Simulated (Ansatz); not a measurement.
# WC: a sublattice displacement scan

The task, for WC: map the energy as every W atom is pushed off its site.

Program: Ansatz 0.2.0. Level of theory: DFT PBE, scalar-relativistic, plane waves, PAW. These are calculated values, not measurements.

## (1) Starting point

Symmetry: P-6m2, No. 187, hexagonal system. The conventional cell has a = 2.901 Å, b = 2.901 Å, c = 2.829 Å, α = 90.00°, β = 90.00°, γ = 120.00°. W (site symmetry -6m2) has 6 C at 2.19 Å as nearest neighbours. C (site symmetry -6m2) is surrounded by 6 W at 2.19 Å.

Coordinates:

```cif
data_structure
_symmetry_space_group_name_H-M 'P-6m2'
_symmetry_Int_Tables_number 187
_cell_length_a 2.9005
_cell_length_b 2.9005
_cell_length_c 2.8290
_cell_angle_alpha 90.000
_cell_angle_beta 90.000
_cell_angle_gamma 120.000
_cell_volume 20.61
loop_
_atom_site_label
_atom_site_type_symbol
_atom_site_symmetry_multiplicity
_atom_site_Wyckoff_symbol
_atom_site_fract_x
_atom_site_fract_y
_atom_site_fract_z
_atom_site_occupancy
W1 W 1 a 0.00000 0.00000 0.00000 1
C1 C 1 f 0.66667 0.33333 0.50000 1
```

The cell is taken as given, not relaxed at this level.

## (2) Zero of energy

The reference gives a free energy of -10636.0493 eV, pressure 8.45 GPa, largest force 0.000 eV/Å and gap on the mesh none (metal). It was computed beforehand with the settings of the runs below.

## (3) The scan: a sublattice displacement scan

Every W atom is moved by x along the Cartesian unit vector (0.000, 0.000, 1.000); the cell and all other atoms stay fixed. Forces below are components along that vector, summed over the moved atoms.

## (4) x = -0.300 Å

File input.yaml:

```yaml
crystal:
  lattice:
    - [2.900501436, 0.0, 0.0]
    - [-1.450250718, 2.5119079273, 0.0]
    - [0.0, 0.0, 2.829]
  atoms:
    - { symbol: W, position: [0.0, 0.0, -0.1060445387] }
    - { symbol: C, position: [0.6666666667, 0.3333333333, 0.5] }
basis:
  ecutwfc: 420
kpoints:
  mp_grid: { grid: [18, 18, 16] }
hamiltonian:
  xc: pbe
scf:
  occupations: { method: gaussian, width: 0.15 }
output:
  forces: true
  stress: true
  eigenvalues: true
```

Launch:

```
$ ansatz run input.yaml --threads 1 --pin off --max-ram 2560MiB --backend cpu --events-out ev --progress --plain --runs-dir out
```

## (5) At x = 0.225 Å

Edit input.yaml of step 4 so:

```diff
@@ -6,3 +6,3 @@
   atoms:
-    - { symbol: W, position: [0.0, 0.0, -0.1060445387] }
+    - { symbol: W, position: [0.0, 0.0, 0.079533404] }
     - { symbol: C, position: [0.6666666667, 0.3333333333, 0.5] }
```

## (6) x = -0.150 Å

Edit input.yaml of step 5 so:

```diff
@@ -6,3 +6,3 @@
   atoms:
-    - { symbol: W, position: [0.0, 0.0, 0.079533404] }
+    - { symbol: W, position: [0.0, 0.0, -0.0530222694] }
     - { symbol: C, position: [0.6666666667, 0.3333333333, 0.5] }
```

## (7) Point x = 0.075 Å

Edit input.yaml of step 6 so:

```diff
@@ -6,3 +6,3 @@
   atoms:
-    - { symbol: W, position: [0.0, 0.0, -0.0530222694] }
+    - { symbol: W, position: [0.0, 0.0, 0.0265111347] }
     - { symbol: C, position: [0.6666666667, 0.3333333333, 0.5] }
```

## (8) x = 0.263 Å

Edit input.yaml of step 7 so:

```diff
@@ -6,3 +6,3 @@
   atoms:
-    - { symbol: W, position: [0.0, 0.0, 0.0265111347] }
+    - { symbol: W, position: [0.0, 0.0, 0.0927889714] }
     - { symbol: C, position: [0.6666666667, 0.3333333333, 0.5] }
@@ -20 +20,5 @@
   eigenvalues: true
+  write_density: true
+  write_potential: true
+  elf: true
+  volumetric_format: npy
```

## (9) At x = 0.188 Å

Edit input.yaml of step 8 so:

```diff
@@ -6,3 +6,3 @@
   atoms:
-    - { symbol: W, position: [0.0, 0.0, 0.0927889714] }
+    - { symbol: W, position: [0.0, 0.0, 0.0662778367] }
     - { symbol: C, position: [0.6666666667, 0.3333333333, 0.5] }
@@ -20,5 +20 @@
   eigenvalues: true
-  write_density: true
-  write_potential: true
-  elf: true
-  volumetric_format: npy
```

## (10) Point x = 0.113 Å

Edit input.yaml of step 9 so:

```diff
@@ -6,3 +6,3 @@
   atoms:
-    - { symbol: W, position: [0.0, 0.0, 0.0662778367] }
+    - { symbol: W, position: [0.0, 0.0, 0.039766702] }
     - { symbol: C, position: [0.6666666667, 0.3333333333, 0.5] }
@@ -20 +20,5 @@
   eigenvalues: true
+  write_density: true
+  write_potential: true
+  elf: true
+  volumetric_format: npy
```

## (11) x = 0.037 Å

Edit input.yaml of step 10 so:

```diff
@@ -6,3 +6,3 @@
   atoms:
-    - { symbol: W, position: [0.0, 0.0, 0.039766702] }
+    - { symbol: W, position: [0.0, 0.0, 0.0132555673] }
     - { symbol: C, position: [0.6666666667, 0.3333333333, 0.5] }
@@ -20,5 +20 @@
   eigenvalues: true
-  write_density: true
-  write_potential: true
-  elf: true
-  volumetric_format: npy
```

(Steps that only read results are left out.)

**Question.** What will these runs give?

The runs gave:

```
                                                        quantity        value
force constant along x, from the points at -0.150, 0 and 0.037 Å  14.81 eV/Å²
```

**Reading.** Near the site the force constant is 14.81 eV/Å². The step of 0.15 Å is wide, so anharmonic terms mix in. No sampled point lies below the undisturbed cell. Spin-orbit coupling is left out for W.
